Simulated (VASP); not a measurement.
# C (P6_3/mmc) in VASP: further runs

The runs below take C through relaxation of cell and atoms, vibrations by finite differences, with PBE+D3(BJ).

Program: VASP 6.6.1. These are calculated values, not measurements. Logs are shortened: lines on timing, memory, paths and dates and some standing lists are left out, and cuts for length are marked.

## 1. Starting point

It takes space group P6_3/mmc (No. 194, hexagonal). The conventional cell has a = 2.456 Å, b = 2.456 Å, c = 6.696 Å, α = 90.00°, β = 90.00°, γ = 120.00°. Around C (site symmetry -6m2) lie 3 C at 1.42 Å. C (site symmetry -6m2) has 3 C at 1.42 Å as nearest neighbours.

## 2. Relaxation of cell and atoms, PBE+D3(BJ)

INCAR

```
SYSTEM = C
  PREC = Accurate
  ENCUT = 700
  EDIFF = 1E-7
  ISMEAR = 0
  SIGMA = 0.02
  LREAL = .FALSE.
  LASPH = .TRUE.
  NELM = 60
  ALGO = Normal
  ISIF = 3
  LWAVE = .FALSE.
  LCHARG = .FALSE.
  GGA = PE
  IVDW = 12
  IBRION = 2
  NSW = 80
  EDIFFG = -0.002
  KPAR = 4
```

KPOINTS

```
Automatic mesh
0
G
  15 15 6
  0 0 0
```

POSCAR

```
C
1.0
    2.4560000000      0.0000000000      0.0000000000
   -1.2280000000      2.1269583900      0.0000000000
    0.0000000000      0.0000000000      6.6960000000
C
4
Direct
    0.0000000000      0.0000000000      0.7500000000
    0.0000000000      0.0000000000      0.2500000000
    0.3333333300      0.6666666700      0.7500000000
    0.6666666700      0.3333333300      0.2500000000
```

Potentials or basis: VASP PAW PBE potentials, release 64 (C).

Run with:

```
> cat potpaw_PBE.64/C/POTCAR > POTCAR
> mpirun -np 4 vasp_std > vasp.out
```

OUTCAR:

```text
SYSTEM = C
   PREC = Accurate
   ENCUT = 700
   EDIFF = 1E-7
   ISMEAR = 0
   LREAL = .FALSE.
   LASPH = .TRUE.
   NELM = 60
   ISIF = 3
   GGA = PE
   IVDW = 12
   IBRION = 2
   NSW = 80
   EDIFFG = -0.002
 IVDW          = 12

 ion  position               nearest neighbor table
   1  0.000  0.000  0.750-   3 1.42   3 1.42   3 1.42
   2  0.000  0.000  0.250-   4 1.42   4 1.42   4 1.42
   3  0.333  0.667  0.750-   1 1.42   1 1.42   1 1.42
   4  0.667  0.333  0.250-   2 1.42   2 1.42   2 1.42

  LATTYP: Found a hexagonal cell.
 ALAT       =     2.4560000000
 C/A-ratio  =     2.7263843648

  Lattice vectors:

 A1 = (   2.4560000000,   0.0000000000,   0.0000000000)
 A2 = (  -1.2280000000,   2.1269583900,   0.0000000000)
 A3 = (   0.0000000000,   0.0000000000,   6.6960000000)

Analysis of symmetry for initial positions (statically):
=====================================================================
 Subroutine PRICEL returns:
 Original cell was already a primitive cell.

 Routine SETGRP: Setting up the symmetry group for a
 hexagonal supercell.

 Subroutine GETGRP returns: Found 24 space group operations
 (whereof 12 operations were pure point group operations)
 out of a pool of 24 trial point group operations.

The static configuration has the point symmetry D_3d.
 The point group associated with its full space group is D_6h.

Analysis of symmetry for dynamics (positions and initial velocities):
=====================================================================
 Subroutine PRICEL returns:
 Original cell was already a primitive cell.

 Routine SETGRP: Setting up the symmetry group for a
 hexagonal supercell.

 Subroutine GETGRP returns: Found 24 space group operations
 (whereof 12 operations were pure point group operations)
 out of a pool of 24 trial point group operations.

The dynamic configuration has the point symmetry D_3d.
 The point group associated with its full space group is D_6h.

 Subroutine INISYM returns: Found 24 space group operations
 (whereof 12 operations are pure point group operations),
 and found     1 'primitive' translations

----------------------------------------------------------------------------------------

                                     Primitive cell

  volume of cell :      34.9786

  direct lattice vectors                    reciprocal lattice vectors
     2.456000000  0.000000000  0.000000000     0.407166124  0.235077471  0.000000000
    -1.228000000  2.126958390  0.000000000     0.000000000  0.470154943  0.000000000
     0.000000000  0.000000000  6.696000000     0.000000000  0.000000000  0.149342891

  length of vectors
     2.456000000  2.455999999  6.696000000     0.470154942  0.470154943  0.149342891

  position of ions in fractional coordinates (direct lattice)
     0.000000000  0.000000000  0.750000000
     0.000000000  0.000000000  0.250000000
     0.333333330  0.666666670  0.750000000
     0.666666670  0.333333330  0.250000000

  ion indices of the primitive-cell ions
   primitive index   ion index
                 1           1
                 2           2
                 3           3
                 4           4

----------------------------------------------------------------------------------------

 KPOINTS: Automatic mesh

Automatic generation of k-mesh.
 Grid dimensions read from file:
 generate k-points for:   15   15    6

 Generating k-lattice:

  Cartesian coordinates                     Fractional coordinates (reciprocal lattice)
     0.027144408  0.015671831  0.000000000     0.066666667  0.000000000  0.000000000
     0.000000000  0.031343663  0.000000000     0.000000000  0.066666667  0.000000000
     0.000000000  0.000000000  0.024890482     0.000000000  0.000000000  0.166666667

  Length of vectors
     0.031343663  0.031343663  0.024890482

  Shift w.r.t. Gamma in fractional coordinates (k-lattice)
     0.000000000  0.000000000  0.000000000

 Subroutine IBZKPT returns following result:
 ===========================================

 Found    108 irreducible k-points:

 Following reciprocal coordinates:
            Coordinates               Weight
  0.000000  0.000000  0.000000      1.000000
  0.066667  0.000000  0.000000      6.000000
  0.133333  0.000000  0.000000      6.000000
  0.200000 -0.000000  0.000000      6.000000
  0.266667  0.000000  0.000000      6.000000
  0.333333  0.000000  0.000000      6.000000
[... 16 lines left out ...]
  0.333333  0.200000  0.000000     12.000000
  0.400000  0.200000  0.000000      6.000000
 [... further k-points ...]
   k-points           NKPTS =    108   k-points in BZ     NKDIM =    108   number of bands    NBANDS=     12
   number of dos      NEDOS =    301   number of ions     NIONS =      4
   total plane-waves  NPLWV =  34560
   dimension x,y,z NGX =    24 NGY =   24 NGZ =   60
   dimension x,y,z NGXF=    48 NGYF=   48 NGZF=  120
   ions per type =               4
   NGX,Y,Z   is equivalent  to a cutoff of  16.25, 16.25, 14.90 a.u.
   NGXF,Y,Z  is equivalent  to a cutoff of  32.49, 32.49, 29.79 a.u.
 SYSTEM =  C
   PREC   = accura    normal or accurate (medium, high low for compatibility)
   ISTART =      0    job   : 0-new  1-cont  2-samecut
   ICHARG =      2    charge: 1-file 2-atom 10-const
   ISPIN  =      1    spin polarized calculation?
   LNONCOLLINEAR =      F non collinear calculations
   LSORBIT =      F    spin-orbit coupling
   LASPH  =      T    aspherical Exc in radial PAW
   ENCUT  =  700.0 eV  51.45 Ry    7.17 a.u.   5.30  5.30 14.45*2*pi/ulx,y,z
   NELM   =     60;   NELMIN=  2; NELMDL= -5     # of ELM steps
   EDIFF  = 0.1E-06   stopping-criterion for ELM
   LREAL  =      F    real-space projection
   EDIFFG = -.2E-02   stopping-criterion for IOM
   NSW    =     80    number of steps for IOM
   IBRION =      2    ionic relax: 0-MD 1-quasi-New 2-CG
   NFREE  =      1    steps in history (QN), initial steepest desc. (CG)
   ISIF   =      3    stress and relaxation
   ISYM   =      2    0-nonsym 1-usesym 2-fastsym
   POTIM  = 0.5000    time-step for ionic-motion
   TEBEG  =    0.0;   TEEND  =   0.0 temperature during run
   PSTRESS=    0.0 pullay stress
   NELECT =      16.0000    total number of electrons
   NUPDOWN=      -1.0000    fix difference up-down
   EMIN   =  10.00;   EMAX   =-10.00  energy-range for DOS
   EFERMI =   0.00;   METHOD = LEGACY
   ISMEAR =     0;   SIGMA  =   0.02  broadening in eV -4-tet -1-fermi 0-gaus
   EFERMI_NEDOS =   21; number of points for ismear=-14 and -15
   IALGO  =     38    algorithm
   IMIX   =      4    mixing-type and parameters
     AMIX     =   0.40;   BMIX     =  1.00
     AMIX_MAG =   1.60;   BMIX_MAG =  1.00
  volume/ion in A,a.u.               =       8.74        59.01
  Fermi-wavevector in a.u.,A,eV,Ry     =   1.261384  2.383670 21.648079  1.591089
  Thomas-Fermi vector in A             =   2.394846
   LORBIT       =      0    0 simple, 1 ext, 2 COOP (PROOUT), +10 PAW based schemes
   GGA     = PE    functional components
   LHFCALC =     F    Hartree Fock is set to
   AEXX    =    0.0000 exact exchange contribution
   IVDW    =    12    specifies the selected vdW correction
   LEPSILON=     F    determine dielectric tensor
   LRPA    =     F    only Hartree local field effects (RPA)
 conjugate gradient relaxation of ions
 non-spin polarized calculation
 Gauss-broadening in eV      SIGMA  =   0.02
  energy-cutoff  :      700.00
  volume of cell :       34.98
 maximum number of plane-waves:      1491
 NGX is ok and might be reduce to    24
   NGX = 11   NGY = 11   NGZ = 29

--------------------------------------- Ionic step        1  -------------------------------------------

 number of electron      15.9999999 magnetization

 Free energy of the ion-electron system (eV)
  ---------------------------------------------------
  ext. energy  EPLUGINS =         0.00000000
  ---------------------------------------------------
  free energy    TOTEN  =       -36.86281764 eV

  energy without entropy =      -36.86264014  energy(sigma->0) =      -36.86272889

------------------------ aborting loop because EDIFF is reached ----------------------------------------

 Edisp (eV)   -0.62732

 E8    (eV) :    -0.1778

  FORCE on cell =-STRESS in cart. coord.  units (eV):
  Direction    XX          YY          ZZ          XY          YZ          ZX
  --------------------------------------------------------------------------------------
  -------------------------------------------------------------------------------------
  Total       1.06140     1.06140    -0.04676    -0.00000     0.00000     0.00000
  in kB      48.61674    48.61674    -2.14186    -0.00000     0.00000     0.00000
  external pressure =       31.70 kB  Pullay stress =        0.00 kB
[... 103 lines left out ...]
  FREE ENERGIE OF THE ION-ELECTRON SYSTEM (eV)
  ---------------------------------------------------
  free  energy   TOTEN  =       -37.4939655223 eV

  energy  without entropy=      -37.4937892125  energy(sigma->0) =      -37.49387737

[... ionic steps 4 to 10 ...]

--------------------------------------- Ionic step       11  -------------------------------------------

 number of electron      15.9999999 magnetization

------------------------ aborting loop because EDIFF is reached ----------------------------------------

 Edisp (eV)   -0.63079

 E8    (eV) :    -0.1789
[... 73 lines left out ...]
  energy  without entropy=      -37.4938583515  energy(sigma->0) =      -37.49394382

--------------------------------------- Ionic step       13  -------------------------------------------

 number of electron      15.9999999 magnetization

 Free energy of the ion-electron system (eV)
  ---------------------------------------------------
  ext. energy  EPLUGINS =         0.00000000
  ---------------------------------------------------
  free energy    TOTEN  =       -36.86328230 eV

  energy without entropy =      -36.86311122  energy(sigma->0) =      -36.86319676

 E-fermi :   4.7332     XC(G=0): -10.3733

 val. band max:        4.7311998414   @ k =   0.3333   0.3333   0.5000
 cond. band min:       4.7427484247   @ k =   0.3333   0.3333   0.3333
 fundamental gap:      0.0115485834
 Fermi energy:         4.7331744463

 k-point     1 :       0.0000    0.0000    0.0000
  band No.  band energies     occupation
      1     -14.9202      2.00000
      2     -14.6029      2.00000
      3      -3.8055      2.00000
      4      -1.7660      2.00000
      5       1.7209      2.00000
      6       1.7209      2.00000
      7       1.7408      2.00000
      8       1.7408      2.00000
      9       9.0900      0.00000
     10      13.0625      0.00000
     11      13.0625      0.00000
     12      13.1178      0.00000
[... 331 lines left out ...]
 k-point    24 :       0.4000    0.2000    0.0000
  band No.  band energies     occupation
      1      -8.9700      2.00000
      2      -8.8582      2.00000
      3      -7.9483      2.00000
      4      -7.8772      2.00000
      5      -4.1331      2.00000
      6      -4.0232      2.00000
      7       2.8141      2.00000
      8       3.5043      2.00000
      9       6.1070      0.00000
     10       6.2357      0.00000
     11      15.2478      0.00000
     12      15.9334      0.00000

 [... further k-points ...]

------------------------ aborting loop because EDIFF is reached ----------------------------------------

 Edisp (eV)   -0.63078

 E8    (eV) :    -0.1789

  FORCE on cell =-STRESS in cart. coord.  units (eV):
  Direction    XX          YY          ZZ          XY          YZ          ZX
  --------------------------------------------------------------------------------------
  -------------------------------------------------------------------------------------
  Total       0.00054     0.00054     0.00036     0.00000     0.00000     0.00000
  in kB       0.02464     0.02464     0.01656     0.00000     0.00000     0.00000
  external pressure =        0.02 kB  Pullay stress =        0.00 kB
[... 19 lines left out ...]
  FREE ENERGIE OF THE ION-ELECTRON SYSTEM (eV)
  ---------------------------------------------------
  free  energy   TOTEN  =       -37.4940661655 eV

  energy  without entropy=      -37.4938950835  energy(sigma->0) =      -37.49398062

 reached required accuracy - stopping structural energy minimisation
```

It took 2.1 min on 4 MPI ranks of AMD EPYC 7R13 (Zen 3), shared host; peak memory 0.2 GiB.

Results:

```
Free energy                            : -37.4941 eV
Relaxed volume                         : 8.76 Å³/atom
Relaxed cell                           : a = 2.465 Å, b = 2.465 Å, c = 6.662 Å, α = 90.00°, β = 90.00°, γ = 120.00°
Space group after relaxing (to 0.05 Å) : P6_3/mmc (No. 194)
Energy gained by relaxing              : 1.0 meV/atom
Ionic steps                            : 13
Pressure after relaxing                : 0.0 GPa
Band gap on the k mesh                 : none (metal or under the smearing width)
Dispersion energy per atom             : -0.158 eV
```

Step by step:
```tsv
step	energy change (eV)	largest force (eV/Å)	pressure (GPa)	volume (Å³)
1	0.0000	0.0000	3.17	34.98
2	0.0198	0.0000	-7.71	35.86
3	-0.0038	0.0000	-0.09	35.23
4	-0.0038	0.0000	-0.03	35.22
5	-0.0038	0.0000	-0.02	35.21
6	-0.0039	0.0000	-0.01	35.17
7	-0.0039	0.0000	0.02	35.09
8	-0.0039	0.0000	0.03	35.06
9	-0.0039	0.0000	0.04	35.04
10	-0.0039	0.0000	0.03	35.05
11	-0.0039	0.0000	0.04	35.05
12	-0.0039	0.0000	-0.30	35.07
13	-0.0039	0.0000	0.00	35.05
```

Final structure:
```
CELL_PARAMETERS angstrom
2.46485 0.00000 0.00000
-1.23243 2.13463 0.00000
0.00000 0.00000 6.66160
ATOMIC_POSITIONS crystal
C 0.00000 0.00000 0.75000
C 0.00000 0.00000 0.25000
C 0.33333 0.66667 0.75000
C 0.66667 0.33333 0.25000
```

Levels at points of the mesh, in eV from the Fermi level:
```csv
k point,band 5,band 6,band 7,band 8,band 9,band 10,band 11,band 12
"(0.00, 0.00, 0.00)",-3.01,-3.01,-2.99,-2.99,4.36,8.33,8.33,8.38
"(0.00, 0.00, 0.50)",-3.00,-3.00,-3.00,-3.00,7.05,7.05,8.36,8.36
```

## 3. Relaxation of cell and atoms, PBE+D3(BJ)

This run uses another cell than the first one, of 8.76 Å³/atom, 1.002 times its volume.

INCAR is that of step 2.

KPOINTS is that of step 2.

POSCAR

```
C                                       
1.0
    2.4648527949     -0.0000000000      0.0000000000
   -1.2324263975      2.1346251353      0.0000000000
    0.0000000000     -0.0000000000      6.6616000332
  C             
     4
Direct
     0.0000000000000000    0.0000000000000000    0.7500000000000000
     1.0000000000000000    0.0000000000000000    0.2500000000000000
     0.3333333300000021    0.6666666699999979    0.7500000000000000
     0.6666666699999979    0.3333333300000021    0.2500000000000000
```

Potentials or basis: VASP PAW PBE potentials, release 64 (C).

Run with:

```
> cat potpaw_PBE.64/C/POTCAR > POTCAR
> mpirun -np 4 vasp_std > vasp.out
```

OUTCAR:

```text
SYSTEM = C
   PREC = Accurate
   ENCUT = 700
   EDIFF = 1E-7
   ISMEAR = 0
   LREAL = .FALSE.
   LASPH = .TRUE.
   NELM = 60
   ISIF = 3
   GGA = PE
   IVDW = 12
   IBRION = 2
   NSW = 80
   EDIFFG = -0.002
 IVDW          = 12

 ion  position               nearest neighbor table
   1  0.000  0.000  0.750-   3 1.42   3 1.42   3 1.42
   2  0.000  0.000  0.250-   4 1.42   4 1.42   4 1.42
   3  0.333  0.667  0.750-   1 1.42   1 1.42   1 1.42
   4  0.667  0.333  0.250-   2 1.42   2 1.42   2 1.42

[... 570 lines left out ...]
  --------------------------------------------------------------------------------------
  -------------------------------------------------------------------------------------
  Total       0.00158     0.00158     0.00010    -0.00000     0.00000     0.00000
  in kB       0.07239     0.07239     0.00442    -0.00000     0.00000     0.00000
  external pressure =        0.05 kB  Pullay stress =        0.00 kB

 VOLUME and BASIS-vectors are now :
 -----------------------------------------------------------------------------
  energy-cutoff  :      700.00
  volume of cell :       35.05
      direct lattice vectors                 reciprocal lattice vectors
     2.464852795  0.000000000  0.000000000     0.405703741  0.234233164  0.000000000
    -1.232426398  2.134625135  0.000000000     0.000000000  0.468466329  0.000000000
     0.000000000  0.000000000  6.661600033     0.000000000  0.000000000  0.150114086

 POSITION                                       TOTAL-FORCE (eV/Angst)
 -----------------------------------------------------------------------------------
      0.00000      0.00000      4.99620        -0.000000      0.000000     -0.000000
      0.00000      0.00000      1.66540        -0.000000     -0.000000     -0.000000
     -0.00000      1.42308      4.99620        -0.000000      0.000000      0.000000
      1.23243      0.71154      1.66540         0.000000      0.000000     -0.000000
 -----------------------------------------------------------------------------------
    total drift:                               -0.000000      0.000000      0.000000

  FREE ENERGIE OF THE ION-ELECTRON SYSTEM (eV)
  ---------------------------------------------------
  free  energy   TOTEN  =       -37.4944122823 eV

  energy  without entropy=      -37.4942411282  energy(sigma->0) =      -37.49432671

 reached required accuracy - stopping structural energy minimisation
```

It took 25 s on 4 MPI ranks of AMD EPYC 7R13 (Zen 3), shared host; peak memory 0.19 GiB.

What came out:

```yaml
Free_energy: -37.4944 eV
Pressure_after_relaxing: 0.0 GPa
Band_gap_on_the_k_mesh: none (metal or under the smearing width)
Dispersion_energy_per_atom: -0.158 eV
```

Final structure:
```cif
data_structure
_symmetry_space_group_name_H-M 'P 1'
_symmetry_Int_Tables_number 1
_cell_length_a 2.4649
_cell_length_b 2.4649
_cell_length_c 6.6616
_cell_angle_alpha 90.000
_cell_angle_beta 90.000
_cell_angle_gamma 120.000
_cell_volume 35.05
loop_
_atom_site_label
_atom_site_type_symbol
_atom_site_fract_x
_atom_site_fract_y
_atom_site_fract_z
_atom_site_occupancy
C1 C 0.00000 0.00000 0.75000 1
C2 C 0.00000 0.00000 0.25000 1
C3 C 0.33333 0.66667 0.75000 1
C4 C 0.66667 0.33333 0.25000 1
```

Levels at points of the mesh, in eV from the Fermi level:
```tsv
k point	band 6	band 7	band 8	band 9	band 10	band 11
(0.00, 0.00, 0.00)	-3.01	-2.99	-2.99	4.36	8.33	8.33
(0.00, 0.00, 0.50)	-3.00	-3.00	-3.00	7.05	7.05	8.36
```

Caveat: the relaxation stopped at its first step, so nothing moved.

## 4. Vibrations by finite differences, PBE+D3(BJ)

This run uses another cell than the first one, of 8.76 Å³/atom, 1.002 times its volume.

INCAR

```
ALGO = Normal
EDIFF = 1E-8
ENCUT = 700
GGA = PE
IBRION = 6
ISIF = 2
ISMEAR = 0
IVDW = 12
KPAR = 4
LASPH = T
LCHARG = F
LREAL = F
LWAVE = F
NELM = 60
NFREE = 2
NSW = 1
POTIM = 0.015
PREC = Accurate
SIGMA = 0.02
```

KPOINTS

```
k-points
0
Gamma
  15 15 6
```

POSCAR

```
C                                       
1.0
    2.4648527949      0.0000000000      0.0000000000
   -1.2324263975      2.1346251353      0.0000000000
    0.0000000000      0.0000000000      6.6616000332
  C             
     4
Direct
     0.0000000000000000    0.0000000000000000    0.7500000000000000
     0.0000000000000000    0.0000000000000000    0.2500000000000000
     0.3333333300000021    0.6666666699999979    0.7500000000000000
     0.6666666699999979    0.3333333300000021    0.2500000000000000
```

Run with:

```
> cat potpaw_PBE.64/C/POTCAR > POTCAR
> mpirun -np 4 vasp_std > vasp.out
```

Wall time 5.6 min (4 MPI ranks of AMD EPYC 7R13 (Zen 3), shared host); peak memory 0.49 GiB.

The run converged. Its results:

- Highest phonon frequency at Γ: 1548 cm⁻¹
- Most unstable mode: 29i cm⁻¹
- Dispersion energy per atom: -0.158 eV

Phonon frequencies in cm⁻¹ (negative: imaginary):
```csv
q point,frequencies
"(0.000, 0.000, 0.000)",-29 -29 0 0 0 118 861 870 1544 1544 1548 1548
```

Caveat: some modes are imaginary.
